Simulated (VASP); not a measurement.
# Se (P3_221) in VASP: single point with r2SCAN

Aim: the single point of Se with r2SCAN.

Program: VASP 6.6.1. These are calculated values, not measurements. Logs are shortened: lines on timing, memory, paths and dates and some standing lists are left out, and cuts for length are marked.

## 1. The structure

It takes space group P3_221 (No. 154, trigonal). Conventional cell: a = 4.505 Å, b = 4.505 Å, c = 4.992 Å, α = 90.00°, β = 90.00°, γ = 120.00°. Se (site symmetry 2) has 2 Se at 2.37 Å as nearest neighbours.

## 2. Single point, r2SCAN

Input file POSCAR:

```
Se
1.0
    4.5054229388      0.0000000000      0.0000000000
   -2.2527114694      3.9018107198      0.0000000000
    0.0000000000      0.0000000000      4.9916121875
Se
3
Direct
    0.2170835956      0.0000000000      0.1666666667
    0.0000000000      0.2170835956      0.8333333333
    0.7829164044      0.7829164044      0.5000000000
```

Input file INCAR.step1:

```
SYSTEM = Se
PREC = Accurate
ENCUT = 520
ISMEAR = 0
SIGMA = 0.02
LREAL = .False.
LASPH = .True.
NELM = 100
NBANDS = 16
GGA = PE
ALGO = Normal
EDIFF = 1E-4
LWAVE = .True.
LCHARG = .False.
```

Input file INCAR.step2:

```
SYSTEM = Se
PREC = Accurate
ENCUT = 520
EDIFF = 1E-6
ISMEAR = 0
SIGMA = 0.02
LREAL = .False.
LASPH = .True.
NELM = 100
ALGO = Normal
ISIF = 2
LWAVE = .False.
LCHARG = .False.
METAGGA = R2SCAN
LMIXTAU = .True.
NBANDS = 16
ISTART = 1
```

Input file KPOINTS:

```
regular mesh
0
Gamma
  9 9 6
  0 0 0
```

Potentials or basis: VASP PAW PBE potentials, release 64 (Se).

Started as:

```bash
cat potpaw_PBE.64/Se/POTCAR > POTCAR
cp INCAR.step1 INCAR
mpirun -np 1 vasp_std > vasp.out
cp INCAR.step2 INCAR
mpirun -np 1 vasp_std > vasp.out
```

OUTCAR:

```text
SYSTEM = Se
   PREC = Accurate
   ENCUT = 520
   EDIFF = 1E-6
   ISMEAR = 0
   LREAL = .False.
   LASPH = .True.
   NELM = 100
   ISIF = 2
   METAGGA = R2SCAN
   ISTART = 1

 ion  position               nearest neighbor table
   1  0.217  0.000  0.167-   3 2.37   2 2.37
   2  0.000  0.217  0.833-   3 2.37   1 2.37
   3  0.783  0.783  0.500-   1 2.37   2 2.37

  LATTYP: Found a hexagonal cell.
 ALAT       =     4.5054229388
 C/A-ratio  =     1.1079120108

  Lattice vectors:

 A1 = (   4.5054229388,   0.0000000000,   0.0000000000)
 A2 = (  -2.2527114694,   3.9018107198,   0.0000000000)
 A3 = (   0.0000000000,   0.0000000000,   4.9916121875)

Analysis of symmetry for initial positions (statically):
=====================================================================
 Subroutine PRICEL returns:
 Original cell was already a primitive cell.

 Routine SETGRP: Setting up the symmetry group for a
 hexagonal supercell.

 Subroutine GETGRP returns: Found  6 space group operations
 (whereof  2 operations were pure point group operations)
 out of a pool of 24 trial point group operations.

The static configuration has the point symmetry C_2 .
 The point group associated with its full space group is D_3 .

Analysis of symmetry for dynamics (positions and initial velocities):
=====================================================================
 Subroutine PRICEL returns:
 Original cell was already a primitive cell.

 Routine SETGRP: Setting up the symmetry group for a
 hexagonal supercell.

 Subroutine GETGRP returns: Found  6 space group operations
 (whereof  2 operations were pure point group operations)
 out of a pool of 24 trial point group operations.

The dynamic configuration has the point symmetry C_2 .
 The point group associated with its full space group is D_3 .

 Subroutine INISYM returns: Found  6 space group operations
 (whereof  2 operations are pure point group operations),
 and found     1 'primitive' translations

----------------------------------------------------------------------------------------

                                     Primitive cell

  volume of cell :      87.7491

  direct lattice vectors                    reciprocal lattice vectors
     4.505422939  0.000000000  0.000000000     0.221954745  0.128145632  0.000000000
    -2.252711469  3.901810720  0.000000000     0.000000000  0.256291264  0.000000000
     0.000000000  0.000000000  4.991612188     0.000000000  0.000000000  0.200336076

  length of vectors
     4.505422939  4.505422939  4.991612188     0.256291264  0.256291264  0.200336076

  position of ions in fractional coordinates (direct lattice)
     0.217083596  0.000000000  0.166666667
     1.000000000  0.217083596  0.833333333
     0.782916404  0.782916404  0.500000000

  ion indices of the primitive-cell ions
   primitive index   ion index
                 1           1
                 2           2
                 3           3

----------------------------------------------------------------------------------------

 KPOINTS: regular mesh

Automatic generation of k-mesh.
 Grid dimensions read from file:
 generate k-points for:    9    9    6

 Generating k-lattice:

  Cartesian coordinates                     Fractional coordinates (reciprocal lattice)
     0.024661638  0.014238404  0.000000000     0.111111111 -0.000000000  0.000000000
     0.000000000  0.028476807  0.000000000     0.000000000  0.111111111  0.000000000
     0.000000000  0.000000000  0.033389346     0.000000000  0.000000000  0.166666667

  Length of vectors
     0.028476807  0.028476807  0.033389346

  Shift w.r.t. Gamma in fractional coordinates (k-lattice)
     0.000000000  0.000000000  0.000000000

 Subroutine IBZKPT returns following result:
 ===========================================

 Found     62 irreducible k-points:

 Following reciprocal coordinates:
            Coordinates               Weight
  0.000000  0.000000  0.000000      1.000000
  0.111111  0.000000  0.000000      6.000000
  0.222222  0.000000  0.000000      6.000000
  0.333333  0.000000  0.000000      6.000000
  0.444444  0.000000  0.000000      6.000000
  0.111111  0.111111  0.000000      6.000000
[... 16 lines left out ...]
  0.222222  0.111111  0.166667     12.000000
 -0.111111  0.333333  0.166667     12.000000
 [... further k-points ...]
   k-points           NKPTS =     62   k-points in BZ     NKDIM =     62   number of bands    NBANDS=     16
   number of dos      NEDOS =    301   number of ions     NIONS =      3
   total plane-waves  NPLWV =  51840
   dimension x,y,z NGX =    36 NGY =   36 NGZ =   40
   dimension x,y,z NGXF=    72 NGYF=   72 NGZF=   80
   ions per type =               3
   NGX,Y,Z   is equivalent  to a cutoff of  13.28, 13.28, 13.32 a.u.
   NGXF,Y,Z  is equivalent  to a cutoff of  26.57, 26.57, 26.64 a.u.
 SYSTEM =  Se
   PREC   = accura    normal or accurate (medium, high low for compatibility)
   ISTART =      1    job   : 0-new  1-cont  2-samecut
   ICHARG =      0    charge: 1-file 2-atom 10-const
   ISPIN  =      1    spin polarized calculation?
   LNONCOLLINEAR =      F non collinear calculations
   LSORBIT =      F    spin-orbit coupling
   LASPH  =      T    aspherical Exc in radial PAW
   ENCUT  =  520.0 eV  38.22 Ry    6.18 a.u.   8.38  8.38  9.28*2*pi/ulx,y,z
   NELM   =    100;   NELMIN=  2; NELMDL=  0     # of ELM steps
   EDIFF  = 0.1E-05   stopping-criterion for ELM
   LREAL  =      F    real-space projection
   EDIFFG = 0.1E-04   stopping-criterion for IOM
   NSW    =      0    number of steps for IOM
   IBRION =     -1    ionic relax: 0-MD 1-quasi-New 2-CG
   NFREE  =      0    steps in history (QN), initial steepest desc. (CG)
   ISIF   =      2    stress and relaxation
   ISYM   =      2    0-nonsym 1-usesym 2-fastsym
   POTIM  = 0.5000    time-step for ionic-motion
   TEBEG  =    0.0;   TEEND  =   0.0 temperature during run
   PSTRESS=    0.0 pullay stress
   NELECT =      18.0000    total number of electrons
   NUPDOWN=      -1.0000    fix difference up-down
   EMIN   =  10.00;   EMAX   =-10.00  energy-range for DOS
   EFERMI =   0.00;   METHOD = LEGACY
   ISMEAR =     0;   SIGMA  =   0.02  broadening in eV -4-tet -1-fermi 0-gaus
   EFERMI_NEDOS =   21; number of points for ismear=-14 and -15
   IALGO  =     38    algorithm
   IMIX   =      4    mixing-type and parameters
     AMIX     =   0.40;   BMIX     =  1.00
     AMIX_MAG =   1.60;   BMIX_MAG =  1.00
  volume/ion in A,a.u.               =      29.25       197.39
  Fermi-wavevector in a.u.,A,eV,Ry     =   0.965498  1.824527 12.683171  0.932187
  Thomas-Fermi vector in A             =   2.095220
   LORBIT       =      0    0 simple, 1 ext, 2 COOP (PROOUT), +10 PAW based schemes
   METAGGA = R2SCAN    functional components
   LHFCALC =     F    Hartree Fock is set to
   AEXX    =    0.0000 exact exchange contribution
   IVDW    =     0    specifies the selected vdW correction
   LEPSILON=     F    determine dielectric tensor
   LRPA    =     F    only Hartree local field effects (RPA)
 non-spin polarized calculation
 Gauss-broadening in eV      SIGMA  =   0.02
  energy-cutoff  :      520.00
  volume of cell :       87.75
 maximum number of plane-waves:      2401
 NGX is ok and might be reduce to    36
   NGX = 17   NGY = 17   NGZ = 19

 number of electron      18.0000000 magnetization

 Free energy of the ion-electron system (eV)
  ---------------------------------------------------
  ext. energy  EPLUGINS =         0.00000000
  ---------------------------------------------------
  free energy    TOTEN  =       -42.92823077 eV

  energy without entropy =      -42.92823077  energy(sigma->0) =      -42.92823077

 E-fermi :   1.8841     XC(G=0):  -8.9181

 val. band max:        1.7277415780   @ k =   0.4444   0.1111   0.5000
 cond. band min:       3.0580253649   @ k =   0.3333   0.3333   0.5000
 fundamental gap:      1.3302837869
 Fermi energy:         1.8840770776

 k-point     1 :       0.0000    0.0000    0.0000
  band No.  band energies     occupation
      1     -14.4917      2.00000
      2     -10.2904      2.00000
      3     -10.2904      2.00000
      4      -2.2408      2.00000
      5      -2.2408      2.00000
      6      -1.9132      2.00000
[... 8 lines left out ...]
     15       8.7700      0.00000
     16      10.6863      0.00000

 k-point     2 :       0.1111    0.0000    0.0000
  band No.  band energies     occupation
      1     -14.4534      2.00000
      2     -10.3288      2.00000
      3     -10.2879      2.00000
      4      -2.5326      2.00000
      5      -2.3648      2.00000
      6      -1.8065      2.00000
[... 8 lines left out ...]
     15       9.1193      0.00000
     16      10.6635      0.00000

 k-point     3 :       0.2222    0.0000    0.0000
  band No.  band energies     occupation
      1     -14.3516      2.00000
      2     -10.4358      2.00000
      3     -10.2814      2.00000
      4      -2.9421      2.00000
      5      -2.5980      2.00000
      6      -1.7486      2.00000
[... 8 lines left out ...]
     15       9.9229      0.00000
     16      10.9203      0.00000

 k-point     4 :       0.3333    0.0000    0.0000
  band No.  band energies     occupation
      1     -14.2258      2.00000
      2     -10.5754      2.00000
      3     -10.2738      2.00000
      4      -3.2123      2.00000
      5      -2.8029      2.00000
      6      -1.7037      2.00000
[... 8 lines left out ...]
     15      10.7548      0.00000
     16      11.6613      0.00000

 k-point     5 :       0.4444    0.0000    0.0000
  band No.  band energies     occupation
      1     -14.1367      2.00000
      2     -10.6779      2.00000
      3     -10.2687      2.00000
      4      -3.3229      2.00000
      5      -2.9222      2.00000
      6      -1.5847      2.00000
[... 8 lines left out ...]
     15      11.5269      0.00000
     16      12.0153      0.00000

 k-point     6 :       0.1111    0.1111    0.0000
  band No.  band energies     occupation
      1     -14.3833      2.00000
      2     -10.3957      2.00000
      3     -10.2898      2.00000
      4      -2.8136      2.00000
      5      -2.5866      2.00000
      6      -1.7182      2.00000
[... 8 lines left out ...]
     15       9.6190      0.00000
     16      10.6693      0.00000
[... 267 lines left out ...]
 k-point    21 :       0.0000    0.4444    0.1667
  band No.  band energies     occupation
      1     -14.0102      2.00000
      2     -11.3850      2.00000
      3      -9.6651      2.00000
      4      -3.2956      2.00000
      5      -3.1718      2.00000
      6      -1.6264      2.00000
[... 8 lines left out ...]
     15      11.1966      0.00000
     16      11.7027      0.00000

 k-point    22 :       0.1111    0.1111    0.1667
  band No.  band energies     occupation
      1     -14.2504      2.00000
      2     -11.3932      2.00000
      3      -9.3562      2.00000
      4      -2.9317      2.00000
      5      -2.6333      2.00000
      6      -1.6369      2.00000
[... 8 lines left out ...]
     15       9.5594      0.00000
     16      10.5492      0.00000

 k-point    23 :       0.2222    0.1111    0.1667
  band No.  band energies     occupation
      1     -14.1378      2.00000
      2     -11.3902      2.00000
      3      -9.4924      2.00000
      4      -3.1762      2.00000
      5      -2.9731      2.00000
      6      -1.6356      2.00000
[... 8 lines left out ...]
     15      10.2227      0.00000
     16      11.3742      0.00000

 k-point    24 :      -0.1111    0.3333    0.1667
  band No.  band energies     occupation
      1     -14.1386      2.00000
      2     -11.3805      2.00000
      3      -9.5118      2.00000
      4      -3.1706      2.00000
      5      -2.8685      2.00000
      6      -1.5563      2.00000
[... 8 lines left out ...]
     15      10.0395      0.00000
     16      11.0749      0.00000

 [... further k-points ...]

------------------------ aborting loop because EDIFF is reached ----------------------------------------

  FORCE on cell =-STRESS in cart. coord.  units (eV):
  Direction    XX          YY          ZZ          XY          YZ          ZX
  --------------------------------------------------------------------------------------
  -------------------------------------------------------------------------------------
  Total       -0.0064970     -0.0064970     -0.0233039     -0.0000000      0.0000000      0.0000000
  in kB       -0.1186267     -0.1186267     -0.4254972     -0.0000000      0.0000000      0.0000000
  external PRESSURE =      -0.2209168 kB  Pullay stress =       0.0000000 kB

 VOLUME and BASIS-vectors are now :
 -----------------------------------------------------------------------------
  energy-cutoff  :      520.00
  volume of cell :       87.75
      direct lattice vectors                 reciprocal lattice vectors
     4.505422939  0.000000000  0.000000000     0.221954745  0.128145632  0.000000000
    -2.252711469  3.901810720  0.000000000     0.000000000  0.256291264  0.000000000
     0.000000000  0.000000000  4.991612188     0.000000000  0.000000000  0.200336076

 POSITION                                       TOTAL-FORCE (eV/Angst)
 -----------------------------------------------------------------------------------
      0.97805      0.00000      0.83194         0.002610     -0.000000     -0.000000
     -0.48903      0.84702      4.15968        -0.001305      0.002260      0.000000
      1.76368      3.05479      2.49581        -0.001305     -0.002260      0.000000
 -----------------------------------------------------------------------------------
    total drift:                                0.000000      0.000001     -0.000000

  FREE ENERGIE OF THE ION-ELECTRON SYSTEM (eV)
  ---------------------------------------------------
  free  energy   TOTEN  =       -42.9282307656 eV

  energy  without entropy=      -42.9282307656  energy(sigma->0) =      -42.92823077
```

It took 4.8 min on 1 thread of Intel Xeon Platinum 8488C (Sapphire Rapids), shared host; peak memory 0.26 GiB.

Results:

| Quantity | Value |
| --- | --- |
| Free energy | -42.9282 eV |
| Pressure | 0.0 GPa |
| Band gap on the k mesh | 1.33 eV, indirect (least direct gap 1.58 eV) |

Forces on the atoms (eV/Å):
```
Se   0.003  0.000  0.000
Se  -0.001  0.002  0.000
Se  -0.001 -0.002  0.000
```

Levels at points of the mesh, in eV from the valence-band top:
| k point | band 6 | band 7 | band 8 | band 9 | band 10 | band 11 | band 12 | band 13 |
| --- | --- | --- | --- | --- | --- | --- | --- | --- |
| (0.00, 0.00, 0.00) | -3.64 | -2.05 | -2.05 | -0.38 | 2.27 | 2.27 | 2.60 | 6.48 |
| (0.00, 0.00, 0.50) | -3.46 | -1.43 | -1.43 | -1.06 | 1.57 | 1.66 | 1.66 | 7.01 |

Caveat: the PAW data sets were made with another functional, which shifts forces and pressure a little; an odd mesh through Γ misses points on the zone boundary, where band edges often lie. r2SCAN opens gaps a little over a GGA but as a rule still falls short of measured ones.
